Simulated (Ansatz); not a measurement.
## Zn: pressure as volume per atom varies

All results are calculated (Ansatz 0.2.0 development build). Equation of state of a cubic crystal from periodic Kohn-Sham density functional theory without spin; pressure corrected for the finite basis.

Cell of the first row (space group Im-3m, No. 229):
```
CELL_PARAMETERS angstrom
-1.54450 1.54450 1.54450
1.54450 -1.54450 1.54450
1.54450 1.54450 -1.54450
ATOMIC_POSITIONS crystal
Zn 0.00000 0.00000 0.00000
```

Settings of every row: formula Zn; structure type bcc; functional PBE; spin treatment none; k mesh 25x25x25; occupation method fermi-dirac; occupation width 0.061225619 eV; wave cutoff 700 eV; datasets hard PAW; density cutoff ratio 4.

Limits: a cubic model structure, not a phase known at ambient conditions; the SCF threshold is loose for a stress in some rows.

| row | volume per atom (Å³) | pressure (GPa) | energy above lowest point (meV/atom) |
| --- | --- | --- | --- |
| 1 | 14.738 | 3.154 | 6.18 |
| 2 | 15.045 | 1.581 | 1.67 |
| 3 | 15.352 | ? | ? |
| 4 | 15.659 | -1.033 | 0.83 |
| 5 | 15.966 | -2.113 | 3.86 |
| 6 | 16.273 | -3.061 | 8.84 |

Question: what pressure should row 3 give?

Worked fit of pressure. Take u = (V_r/V)^(2/3) − 1 with V_r = 15.659 Å³ an atom, which is twice the finite (Eulerian) strain; such expansions in the strain, on which the Birch-Murnaghan equation of state is built, carry the rest volume and the bulk modulus. The shown rows have u = 0.04124, 0.02703, 0, -0.01286, -0.02532. Least squares give pressure = −1.0346 + 88.163 × u + 323.77 × u² GPa; a straight line predicts inner rows, each left out in turn, worse (root mean square 0.16 against 0.0048 GPa). The rows lie off it by 0.002, -0.004, 0.002, 0.002, -0.002. The pressure vanishes at u = 0.0113, or V = 15.4 Å³ an atom, and there the bulk modulus at fixed shape and fractions is B = −V dP/dV = (2/3)(1 + u) dP/du = 64.4 GPa. The withheld row has u = 0.01329, so the fit gives −1.0346 + 88.163 × (0.01329) + 323.77 × (0.01329)² = 0.194 GPa.

The calculation gave 0.193 GPa. The fit lies 0.001 GPa (0.016 % of the column's range) above it, one unit of the last digit.

The other values of row 3: energy above lowest point 0 meV/atom.
